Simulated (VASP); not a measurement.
# CuCl (F-43m) in VASP: a series of runs

Runs on CuCl. Level: PBE. Tasks: single point, relaxation of cell and atoms.

Everything below comes from runs of VASP 6.6.1. Logs are shortened: lines on timing, memory, paths and dates and some standing lists are left out, and cuts for length are marked.

## (1) The cell of the first run

The structure is cubic, space group F-43m (No. 216). The conventional cell has a = 5.424 Å, b = 5.424 Å, c = 5.424 Å, α = 90.00°, β = 90.00°, γ = 90.00°. Around Cu (site symmetry -43m) lie 4 Cl at 2.35 Å. Cl (site symmetry -43m) has 4 Cu at 2.35 Å as nearest neighbours.

The cell was built by a generator and isn't the measured one.

## (2) Single point, PBE (cell and atoms relaxed from a first guess)

The input, INCAR:

```
SYSTEM = CuCl
ALGO = Normal
EDIFF = 1E-7
ENCUT = 520
GGA = PE
ISIF = 2
ISMEAR = -1
LASPH = .TRUE.
LCHARG = .FALSE.
LREAL = .FALSE.
LWAVE = .FALSE.
NBANDS = 16
NELM = 100
PREC = Accurate
SIGMA = 0.05
```

The input, KPOINTS:

```
k-points
0
G
  12 12 12
  0 0 0
```

The input, POSCAR:

```
CuCl
1.0
    0.0000000000      2.7120904167      2.7120904167
    2.7120904167      0.0000000000      2.7120904167
    2.7120904167      2.7120904167      0.0000000000
Cu Cl
1 1
Direct
    0.0000000000      0.0000000000      0.0000000000
    0.2500000000      0.2500000000      0.2500000000
```

Potentials or basis: VASP PAW PBE potentials, release 64 (Cu, Cl).

The run is started by

```
$ cat potpaw_PBE.64/Cu/POTCAR potpaw_PBE.64/Cl/POTCAR > POTCAR
$ mpirun -np 1 vasp_std > vasp.out
```

OUTCAR:

```text
SYSTEM = CuCl
   EDIFF = 1E-7
   ENCUT = 520
   GGA = PE
   ISIF = 2
   ISMEAR = -1
   LASPH = .TRUE.
   LREAL = .FALSE.
   NELM = 100
   PREC = Accurate

 ion  position               nearest neighbor table
   1  0.000  0.000  0.000-   2 2.35   2 2.35   2 2.35   2 2.35
   2  0.250  0.250  0.250-   1 2.35   1 2.35   1 2.35   1 2.35

  LATTYP: Found a face centered cubic cell.
 ALAT       =     5.4241808334

  Lattice vectors:

 A1 = (   0.0000000000,   2.7120904167,   2.7120904167)
 A2 = (   2.7120904167,   0.0000000000,   2.7120904167)
 A3 = (   2.7120904167,   2.7120904167,   0.0000000000)

Analysis of symmetry for initial positions (statically):
=====================================================================
 Subroutine PRICEL returns:
 Original cell was already a primitive cell.

 Routine SETGRP: Setting up the symmetry group for a
 face centered cubic supercell.

 Subroutine GETGRP returns: Found 24 space group operations
 (whereof 24 operations were pure point group operations)
 out of a pool of 48 trial point group operations.

The static configuration has the point symmetry T_d .

Analysis of symmetry for dynamics (positions and initial velocities):
=====================================================================
 Subroutine PRICEL returns:
 Original cell was already a primitive cell.

 Routine SETGRP: Setting up the symmetry group for a
 face centered cubic supercell.

 Subroutine GETGRP returns: Found 24 space group operations
 (whereof 24 operations were pure point group operations)
 out of a pool of 48 trial point group operations.

The dynamic configuration has the point symmetry T_d .

 Subroutine INISYM returns: Found 24 space group operations
 (whereof 24 operations are pure point group operations),
 and found     1 'primitive' translations

----------------------------------------------------------------------------------------

                                     Primitive cell

  volume of cell :      39.8972

  direct lattice vectors                    reciprocal lattice vectors
     0.000000000  2.712090417  2.712090417    -0.184359635  0.184359635  0.184359635
     2.712090417  0.000000000  2.712090417     0.184359635 -0.184359635  0.184359635
     2.712090417  2.712090417  0.000000000     0.184359635  0.184359635 -0.184359635

  length of vectors
     3.835475050  3.835475050  3.835475050     0.319320255  0.319320255  0.319320255

  position of ions in fractional coordinates (direct lattice)
     0.000000000  0.000000000  0.000000000
     0.250000000  0.250000000  0.250000000

  ion indices of the primitive-cell ions
   primitive index   ion index
                 1           1
                 2           2

----------------------------------------------------------------------------------------

 KPOINTS: k-points

Automatic generation of k-mesh.
 Grid dimensions read from file:
 generate k-points for:   12   12   12

 Generating k-lattice:

  Cartesian coordinates                     Fractional coordinates (reciprocal lattice)
    -0.015363303  0.015363303  0.015363303     0.083333333  0.000000000  0.000000000
     0.015363303 -0.015363303  0.015363303     0.000000000  0.083333333  0.000000000
     0.015363303  0.015363303 -0.015363303     0.000000000  0.000000000  0.083333333

  Length of vectors
     0.026610021  0.026610021  0.026610021

  Shift w.r.t. Gamma in fractional coordinates (k-lattice)
     0.000000000  0.000000000  0.000000000

 Subroutine IBZKPT returns following result:
 ===========================================

 Found     72 irreducible k-points:

 Following reciprocal coordinates:
            Coordinates               Weight
  0.000000  0.000000  0.000000      1.000000
  0.083333  0.000000  0.000000      8.000000
  0.166667  0.000000  0.000000      8.000000
  0.250000  0.000000  0.000000      8.000000
  0.333333  0.000000  0.000000      8.000000
  0.416667  0.000000  0.000000      8.000000
[... 16 lines left out ...]
  0.500000  0.166667  0.000000     24.000000
 -0.416667  0.166667  0.000000     24.000000
 [... further k-points ...]
   k-points           NKPTS =     72   k-points in BZ     NKDIM =     72   number of bands    NBANDS=     16
   number of dos      NEDOS =    301   number of ions     NIONS =      2
   total plane-waves  NPLWV =  27000
   dimension x,y,z NGX =    30 NGY =   30 NGZ =   30
   dimension x,y,z NGXF=    60 NGYF=   60 NGZF=   60
   ions per type =               1   1
   NGX,Y,Z   is equivalent  to a cutoff of  13.00, 13.00, 13.00 a.u.
   NGXF,Y,Z  is equivalent  to a cutoff of  26.01, 26.01, 26.01 a.u.
 SYSTEM =  CuCl
   PREC   = accura    normal or accurate (medium, high low for compatibility)
   ISTART =      0    job   : 0-new  1-cont  2-samecut
   ICHARG =      2    charge: 1-file 2-atom 10-const
   ISPIN  =      1    spin polarized calculation?
   LNONCOLLINEAR =      F non collinear calculations
   LSORBIT =      F    spin-orbit coupling
   LASPH  =      T    aspherical Exc in radial PAW
   ENCUT  =  520.0 eV  38.22 Ry    6.18 a.u.   7.13  7.13  7.13*2*pi/ulx,y,z
   NELM   =    100;   NELMIN=  2; NELMDL= -5     # of ELM steps
   EDIFF  = 0.1E-06   stopping-criterion for ELM
   LREAL  =      F    real-space projection
   EDIFFG = 0.1E-05   stopping-criterion for IOM
   NSW    =      0    number of steps for IOM
   IBRION =     -1    ionic relax: 0-MD 1-quasi-New 2-CG
   NFREE  =      0    steps in history (QN), initial steepest desc. (CG)
   ISIF   =      2    stress and relaxation
   ISYM   =      2    0-nonsym 1-usesym 2-fastsym
   POTIM  = 0.5000    time-step for ionic-motion
   TEBEG  =    0.0;   TEEND  =   0.0 temperature during run
   PSTRESS=    0.0 pullay stress
   NELECT =      18.0000    total number of electrons
   NUPDOWN=      -1.0000    fix difference up-down
   EMIN   =  10.00;   EMAX   =-10.00  energy-range for DOS
   EFERMI =   0.00;   METHOD = LEGACY
   ISMEAR =    -1;   SIGMA  =   0.05  broadening in eV -4-tet -1-fermi 0-gaus
   EFERMI_NEDOS =   21; number of points for ismear=-14 and -15
   IALGO  =     38    algorithm
   IMIX   =      4    mixing-type and parameters
     AMIX     =   0.40;   BMIX     =  1.00
     AMIX_MAG =   1.60;   BMIX_MAG =  1.00
  volume/ion in A,a.u.               =      19.95       134.62
  Fermi-wavevector in a.u.,A,eV,Ry     =   1.255601  2.372741 21.450031  1.576533
  Thomas-Fermi vector in A             =   2.389349
   LORBIT       =      0    0 simple, 1 ext, 2 COOP (PROOUT), +10 PAW based schemes
   GGA     = PE    functional components
   LHFCALC =     F    Hartree Fock is set to
   AEXX    =    0.0000 exact exchange contribution
   IVDW    =     0    specifies the selected vdW correction
   LEPSILON=     F    determine dielectric tensor
   LRPA    =     F    only Hartree local field effects (RPA)
 non-spin polarized calculation
  energy-cutoff  :      520.00
  volume of cell :       39.90
 maximum number of plane-waves:      1090
 NGX is ok and might be reduce to    30
   NGX = 15   NGY = 15   NGZ = 15

 number of electron      18.0000002 magnetization

 Free energy of the ion-electron system (eV)
  ---------------------------------------------------
  ext. energy  EPLUGINS =         0.00000000
  ---------------------------------------------------
  free energy    TOTEN  =        -6.34286526 eV

  energy without entropy =       -6.34284498  energy(sigma->0) =       -6.34285512

 E-fermi :   4.1712     XC(G=0):  -9.3789

 val. band max:        3.8229185526   @ k =   0.0000   0.0000   0.0000
 cond. band min:       4.3554138630   @ k =   0.0000   0.0000   0.0000
 fundamental gap:      0.5324953104
 Fermi energy:         4.1711803593

 k-point     1 :       0.0000    0.0000    0.0000
  band No.  band energies     occupation
      1     -13.1776      2.00000
      2      -1.0835      2.00000
      3      -1.0835      2.00000
      4      -1.0835      2.00000
      5       2.3651      2.00000
      6       2.3651      2.00000
[... 8 lines left out ...]
     15      15.5418      0.00000
     16      16.4851      0.00000

 k-point     2 :       0.0833    0.0000    0.0000
  band No.  band energies     occupation
      1     -13.1503      2.00000
      2      -1.2245      2.00000
      3      -1.0817      2.00000
      4      -1.0817      2.00000
      5       2.3606      2.00000
      6       2.3606      2.00000
[... 8 lines left out ...]
     15      15.2398      0.00000
     16      16.8479      0.00000

 k-point     3 :       0.1667    0.0000    0.0000
  band No.  band energies     occupation
      1     -13.0742      2.00000
      2      -1.5786      2.00000
      3      -1.0774      2.00000
      4      -1.0774      2.00000
      5       2.3533      2.00000
      6       2.3533      2.00000
[... 8 lines left out ...]
     15      14.8179      0.00000
     16      16.7058      0.00000

 k-point     4 :       0.2500    0.0000    0.0000
  band No.  band energies     occupation
      1     -12.9668      2.00000
      2      -2.0102      2.00000
      3      -1.0730      2.00000
      4      -1.0730      2.00000
      5       2.3571      2.00000
      6       2.3571      2.00000
[... 8 lines left out ...]
     15      14.7783      0.00000
     16      16.1064      0.00000
[... 324 lines left out ...]
 k-point    22 :       0.4167    0.1667    0.0000
  band No.  band energies     occupation
      1     -12.7654      2.00000
      2      -2.4426      2.00000
      3      -1.2737      2.00000
      4      -1.1241      2.00000
      5       2.2829      2.00000
      6       2.4617      2.00000
[... 8 lines left out ...]
     15      16.6978      0.00000
     16      17.5469      0.00000

 k-point    23 :       0.5000    0.1667    0.0000
  band No.  band energies     occupation
      1     -12.7052      2.00000
      2      -2.5789      2.00000
      3      -1.3593      2.00000
      4      -1.1067      2.00000
      5       2.3086      2.00000
      6       2.4473      2.00000
[... 8 lines left out ...]
     15      16.9061      0.00000
     16      17.5763      0.00000

 k-point    24 :      -0.4167    0.1667    0.0000
  band No.  band energies     occupation
      1     -12.6972      2.00000
      2      -2.5835      2.00000
      3      -1.4156      2.00000
      4      -1.0838      2.00000
      5       2.3208      2.00000
      6       2.3981      2.00000
[... 8 lines left out ...]
     15      15.9454      0.00000
     16      17.4026      0.00000

 [... further k-points ...]

------------------------ aborting loop because EDIFF is reached ----------------------------------------

  FORCE on cell =-STRESS in cart. coord.  units (eV):
  Direction    XX          YY          ZZ          XY          YZ          ZX
  --------------------------------------------------------------------------------------
  -------------------------------------------------------------------------------------
  Total        0.0274263      0.0274263      0.0274263      0.0000000      0.0000000      0.0000000
  in kB        1.1013734      1.1013734      1.1013734      0.0000000      0.0000000      0.0000000
  external PRESSURE =       1.1013734 kB  Pullay stress =       0.0000000 kB

 VOLUME and BASIS-vectors are now :
 -----------------------------------------------------------------------------
  energy-cutoff  :      520.00
  volume of cell :       39.90
      direct lattice vectors                 reciprocal lattice vectors
     0.000000000  2.712090417  2.712090417    -0.184359635  0.184359635  0.184359635
     2.712090417  0.000000000  2.712090417     0.184359635 -0.184359635  0.184359635
     2.712090417  2.712090417  0.000000000     0.184359635  0.184359635 -0.184359635

 POSITION                                       TOTAL-FORCE (eV/Angst)
 -----------------------------------------------------------------------------------
      0.00000      0.00000      0.00000        -0.000000      0.000000      0.000000
      1.35605      1.35605      1.35605         0.000000     -0.000000     -0.000000
 -----------------------------------------------------------------------------------
    total drift:                               -0.000002     -0.000002     -0.000002

  FREE ENERGIE OF THE ION-ELECTRON SYSTEM (eV)
  ---------------------------------------------------
  free  energy   TOTEN  =        -6.3428652584 eV

  energy  without entropy=       -6.3428449804  energy(sigma->0) =       -6.34285512
```

Run time: 22 s. Hardware: 1 thread of Intel Xeon 6975P-C (Granite Rapids), shared host; peak memory 0.19 GiB.

Results:

```yaml
Free_energy: -6.3429 eV
Pressure: 0.1 GPa
Band_gap_on_the_k_mesh: 0.53 eV, direct
```

Levels at points of the mesh, in eV from the valence-band top:
```csv
k point,band 6,band 7,band 8,band 9,band 10,band 11,band 12,band 13
"(0.00, 0.00, 0.00)",-1.46,0.00,0.00,0.00,0.53,6.75,6.75,6.75
"(0.50, 0.00, 0.00)",-1.39,-1.33,-0.55,-0.55,2.89,6.77,7.18,7.18
"(0.50, 0.50, 0.00)",-1.35,-1.27,-1.08,-1.08,3.45,4.47,8.73,10.95
```

A k mesh can miss the band edges.

## (3) Relaxation of cell and atoms, PBE (cell and atoms relaxed from a first guess)

The input, INCAR:

```
PREC = Accurate
ENCUT = 600
EDIFF = 1E-6
ISMEAR = -1
SIGMA = 0.05
LREAL = False
LASPH = True
NELM = 100
ALGO = Fast
ISIF = 3
LWAVE = False
LCHARG = False
GGA = PE
IBRION = 2
NSW = 100
EDIFFG = -0.005
```

The input, KPOINTS:

```
regular mesh
0
Gamma
  12 12 12
```

The input, POSCAR:

```
CuCl
1.0
    0.0000000000      2.5982368193      2.5982368193
    2.5982368193      0.0000000000      2.5982368193
    2.5982368193      2.5982368193      0.0000000000
Cu Cl
1 1
Direct
    0.0000000000      0.0000000000      0.0000000000
    0.2500000000      0.2500000000      0.2500000000
```

Potentials or basis: VASP PAW PBE potentials, release 64 (Cu, Cl).

The run is started by

```
$ cat potpaw_PBE.64/Cu/POTCAR potpaw_PBE.64/Cl/POTCAR > POTCAR
$ mpirun -np 1 vasp_std > vasp.out
```

Run time: 90 s. Hardware: 1 thread of Intel Xeon 6975P-C (Granite Rapids), shared host; peak memory 0.2 GiB.

The run converged. Its results:

| Item | Value |
| --- | --- |
| Free energy | -6.3425 eV |
| Relaxed volume | 19.96 Å³/atom |
| Relaxed cell | a = 3.836 Å, b = 3.836 Å, c = 3.836 Å, α = 60.00°, β = 60.00°, γ = 60.00° |
| Space group after relaxing (to 0.05 Å) | F-43m (No. 216) |
| Energy gained by relaxing | 60.2 meV/atom |
| Ionic steps | 6 |
| Pressure after relaxing | 0.0 GPa |
| Band gap on the k mesh | 0.53 eV, direct |

Step by step:
| step | energy change (eV) | largest force (eV/Å) | pressure (GPa) | volume (Å³) |
| --- | --- | --- | --- | --- |
| 1 | 0.0000 | 0.0000 | 8.96 | 35.08 |
| 2 | -0.1202 | 0.0000 | -0.17 | 40.30 |
| 3 | -0.1205 | 0.0000 | -0.13 | 40.12 |
| 4 | -0.1205 | 0.0000 | -0.05 | 40.02 |
| 5 | -0.1205 | 0.0000 | 0.08 | 39.92 |
| 6 | -0.1205 | 0.0000 | 0.03 | 39.92 |

Final structure:
```xyz
2
Lattice="0.0000 2.7125 2.7125 2.7125 0.0000 2.7125 2.7125 2.7125 0.0000" Properties=species:S:1:pos:R:3 pbc="T T T"
Cu    0.0000    0.0000    0.0000
Cl    1.3563    1.3563    1.3563
```

Levels at points of the mesh, in eV from the valence-band top:
```csv
k point,band 7,band 8,band 9,band 10,band 11,band 12
"(0.00, 0.00, 0.00)",0.00,0.00,0.00,0.53,6.75,6.75
"(0.50, 0.00, 0.00)",-1.33,-0.55,-0.55,2.89,6.77,7.18
"(0.50, 0.50, 0.00)",-1.27,-1.08,-1.08,3.45,4.47,8.73
```
